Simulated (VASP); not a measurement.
GaAs in VASP: convergence with k mesh

Crystal: GaAs.

```
As Ga
1.0
     0.00000    2.82685    2.82685
     2.82685    0.00000    2.82685
     2.82685    2.82685    0.00000
As Ga
1 1
Direct
  0.75000 0.75000 0.75000
  0.00000 0.00000 0.00000
```

| Quantity | Value |
| --- | --- |
| Program | VASP 6.6.1 |
| Task | G0W0 quasiparticle levels |
| Functional | PBE |
| Potentials or basis | VASP PAW PBE potentials, release 64 (As_GW, Ga_d_GW) |
| Cutoff | 450 eV |
| k mesh | 2 × 2 × 2 |
| Occupations | gaussian, width 0.01 eV |
| Spin | no spin polarisation |
| GW scheme | G0W0 |
| GW iterations | 1 |
| Cutoff of the response function | 120 |
| Frequency points | 48 |
| Empty bands | 100 |
| Further INCAR settings | ALGO = EVGW0; EDIFF = 1e-08; NBANDS = 109 |

These are the settings of the first run; the series varies k mesh, with any setting tied to it.

Hardware: 1 thread of Intel(R) Xeon(R) 6975P-C (Granite Rapids) (shared host).

**Question.** The values tried are 2 × 2 × 2, 3 × 3 × 3, 4 × 4 × 4, 5 × 5 × 5, 6 × 6 × 6, loosest first. From which on does the quasiparticle gap at the points computed stay within 0.05 eV of the tightest run that finished?

**Answer.** From 3 × 3 × 3 on.

| k mesh | gap on the mesh (eV) | quasiparticle gap at the points computed (eV) | CPU time (s) | peak memory (GiB) |
| --- | --- | --- | --- | --- |
| 2 × 2 × 2 | 0.444 | 1.463 | 15 | 0.24 |
| 3 × 3 × 3 | 0.486 | 1.447 | 32 | 0.28 |
| 4 × 4 × 4 | 0.500 | 1.411 | 75 | 0.34 |
| 5 × 5 × 5 | 0.506 | 1.406 | 170 | 0.44 |
| 6 × 6 × 6 | 0.509 | 1.410 | 490 | 0.68 |

Against the tightest run, the gap on the mesh stays within 0.01 eV from 4 × 4 × 4 on. Meshes of other sizes hit other points, so gaps and Fermi surfaces needn't settle smoothly. The tightest run that finished is the yardstick and may itself not be fully converged.

Caveat, for the tightest run too: bands, screening cutoff and mesh are small and nothing is extrapolated, so the quasiparticle values aren't converged.
